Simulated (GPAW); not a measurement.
**Be2C in GPAW: convergence with plane-wave cutoff (eV)**

Be2C:

```
CELL_PARAMETERS angstrom
0.00000 2.16500 2.16500
2.16500 0.00000 2.16500
2.16500 2.16500 0.00000
ATOMIC_POSITIONS crystal
C 0.00000 0.00000 0.00000
Be 0.75000 0.75000 0.75000
Be 0.25000 0.25000 0.25000
```

- Program: GPAW 26.7.0
- Task: convergence study
- Functional: PBE
- Potentials or basis: GPAW PAW data sets (gpaw-data 1.2.1)
- Cutoff: 300 eV
- Basis: pw
- k mesh: 11 × 11 × 11
- Occupations: fermi-dirac, width 0.05 eV
- Spin: no spin polarisation

These are the settings of the first run; the series varies plane-wave cutoff (eV), with any setting tied to it.

Hardware: 1 thread of Arm Neoverse V1, with other jobs on the host.

Task: The values tried are 300, 350, 400, 500, 600, 700, 800, 1000, 1200, loosest first. From which on does the gap on the mesh stay within 0.01 eV of the tightest run that finished?

Result: From 500 on.

```csv
plane-wave cutoff (eV),"energy less the tightest run, at zero smearing (meV/atom)",pressure (GPa),gap on the mesh (eV),SCF cycles,CPU time (s),peak memory (GiB)
300,226.49,-14.60,1.207,9,6.6,0.12
350,91.79,-5.90,1.224,9,6.7,0.12
400,39.98,-1.34,1.231,9,7.4,0.13
500,10.12,2.25,1.257,9,7.8,0.13
600,7.32,2.69,1.257,9,12,0.14
700,5.80,2.56,1.257,9,11,0.15
800,3.97,2.50,1.256,9,12,0.15
1000,1.01,2.59,1.257,9,22,0.17
1200,0.00,2.68,1.257,9,22,0.18
```

Against the tightest run, the pressure stays within 0.1 GPa from 1000 on. Not settled before the last step: the energy (to 1 meV/atom). The tightest run that finished is the yardstick and may itself not be fully converged.

Caveat, for the tightest run too: an odd mesh through Γ misses points on the zone boundary, where band edges often lie.
